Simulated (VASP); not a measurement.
Computed with PBE GGA with D3 dispersion (zero damping), VASP's PBE PAW potentials (set 64) (plane waves; VASP).

A VASP calculation is set up with these files.

**INCAR**
```
! general
SYSTEM  = BaF2
PREC    = Accurate
ENCUT   = 520
LREAL   = .FALSE.
LASPH   = .TRUE.
ICHARG  = 11

! electronic loop
EDIFF   = 1E-7
NELM    = 100
ALGO    = Normal
LMAXMIX = 4

! smearing
ISMEAR  = 0
SIGMA   = 0.05

! functional
GGA     = PE
IVDW    = 11

! output
LWAVE   = .FALSE.
LCHARG  = .FALSE.
LORBIT  = 11
```

### KPOINTS
```
k-points along high-symmetry lines
15
Line-mode
Reciprocal
  0.000000   0.000000   0.000000 ! GAMMA
  0.500000   0.000000   0.500000 ! X

  0.500000   0.000000   0.500000 ! X
  0.625000   0.250000   0.625000 ! U

  0.375000   0.375000   0.750000 ! K
  0.000000   0.000000   0.000000 ! GAMMA

  0.000000   0.000000   0.000000 ! GAMMA
  0.500000   0.500000   0.500000 ! L

  0.500000   0.500000   0.500000 ! L
  0.500000   0.250000   0.750000 ! W

  0.500000   0.250000   0.750000 ! W
  0.500000   0.000000   0.500000 ! X
```

File POSCAR:
```
BaF2
3.1270250
  0.0000000000   1.0000001300   1.0000001300
  1.0000001300   0.0000000000   1.0000001300
  1.0000001300   1.0000001300   0.0000000000
Ba F
1 2
Cart
  0.0000000000   0.0000000000   0.0000000000
  0.5000000650   0.5000000650   0.5000000650
  1.5000001950   1.5000001950   1.5000001950
```

POTCAR, in this order: Ba_sv F (PBE.64 set). Program: vasp_std. Read from the step before: CHGCAR.

The resulting files:

File OUTCAR:
```
 ion  position               nearest neighbor table
   1  0.000  0.000  0.000-   2 2.71   3 2.71   3 2.71   3 2.71   3 2.71   2 2.71   2 2.71   2 2.71
  LATTYP: Found a face centered cubic cell.
 ALAT       =     6.2540508132
 Subroutine PRICEL returns:
 Original cell was already a primitive cell.
 Subroutine GETGRP returns: Found 48 space group operations
The static configuration has the point symmetry O_h .
The dynamic configuration has the point symmetry O_h .
 Subroutine INISYM returns: Found 48 space group operations
   k-points           NKPTS =     90   k-points in BZ     NKDIM =     90   number of bands    NBANDS=     16
   number of dos      NEDOS =    301   number of ions     NIONS =      3
   total plane-waves  NPLWV =  46656
   dimension x,y,z NGX =    36 NGY =   36 NGZ =   36
   dimension x,y,z NGXF=    72 NGYF=   72 NGZF=   72
   ions per type =               1   2
   PREC   = accura    normal or accurate (medium, high low for compatibility)
   ISTART =      0    job   : 0-new  1-cont  2-samecut
   ICHARG =     11    charge: 1-file 2-atom 10-const
   ISPIN  =      1    spin polarized calculation?
   LNONCOLLINEAR =      F non collinear calculations
   LSORBIT =      F    spin-orbit coupling
   INIWAV =      1    electr: 0-lowe 1-rand  2-diag
   ENCUT  =  520.0 eV  38.22 Ry    6.18 a.u.   8.22  8.22  8.22*2*pi/ulx,y,z
   NELM   =    100;   NELMIN=  2; NELMDL= -5     # of ELM steps
...
```

**OSZICAR**
```
       N       E                     dE             d eps       ncg     rms          rms(c)
DAV:   1     0.156061669194E+03    0.15606E+03   -0.13070E+04  2888   0.140E+03
DAV:   2    -0.100656146675E+02   -0.16613E+03   -0.16274E+03  3968   0.284E+02
DAV:   3    -0.170030118539E+02   -0.69374E+01   -0.69296E+01  3896   0.665E+01
DAV:   4    -0.171360796004E+02   -0.13307E+00   -0.13305E+00  3920   0.729E+00
DAV:   5    -0.171391326784E+02   -0.30531E-02   -0.30531E-02  4000   0.734E-01
DAV:   6    -0.171391593143E+02   -0.26636E-04   -0.26636E-04  3864   0.638E-02
DAV:   7    -0.171391600549E+02   -0.74057E-06   -0.74055E-06  3912   0.642E-03
DAV:   8    -0.171391600803E+02   -0.25470E-07   -0.25506E-07  2840   0.920E-04
   1 F= -.17392719E+02 E0= -.17392719E+02  d E =-.135800E-19
```

### OUTCAR
```
 val. band max:       -2.1703853299   @ k =   0.2143   0.2143   0.4286

 cond. band min:       4.4745701069   @ k =   0.0000   0.0000   0.0000



 k-point     1 :       0.0000    0.0000    0.0000
  band No.  band energies     occupation
      1     -25.3454      2.00000
      2     -21.0668      2.00000
      3     -21.0495      2.00000
      4     -10.2163      2.00000
      5     -10.2163      2.00000
      6     -10.2163      2.00000
      7      -3.5909      2.00000
      8      -3.5909      2.00000
      9      -3.5909      2.00000
     10      -2.2389      2.00000
     11      -2.2389      2.00000
     12      -2.2389      2.00000
     13       4.4746      0.00000
     14       6.9078      0.00000
     15       6.9078      0.00000
     16       9.0052      0.00000

 k-point     2 :       0.0357    0.0000    0.0357
  band No.  band energies     occupation
      1     -25.3425      2.00000
      2     -21.0683      2.00000
      3     -21.0536      2.00000
      4     -10.2210      2.00000
      5     -10.2210      2.00000
      6     -10.2148      2.00000
      7      -3.5820      2.00000
      8      -3.5820      2.00000
      9      -3.5768      2.00000
     10      -2.2605      2.00000
     11      -2.2371      2.00000
     12      -2.2371      2.00000
     13       4.5143      0.00000
     14       6.8918      0.00000
     15       6.9211      0.00000
     16       8.9830      0.00000

 k-point     3 :       0.0714    0.0000    0.0714
  band No.  band energies     occupation
      1     -25.3341      2.00000
      2     -21.0726      2.00000
      3     -21.0645      2.00000
      4     -10.2350      2.00000
      5     -10.2350      2.00000
      6     -10.2103      2.00000
      7      -3.5556      2.00000
      8      -3.5556      2.00000
      9      -3.5348      2.00000
     10      -2.3235      2.00000
     11      -2.2320      2.00000
     12      -2.2320      2.00000
     13       4.6312      0.00000
     14       6.8451      0.00000
...
```

The density is held fixed in this step, so its total energy and stress have no physical meaning. Unless said otherwise, spin-orbit coupling is left out, though it shifts the bands of the heavy elements here.

The compound is BaF2 in the fluorite structure. It was relaxed first.
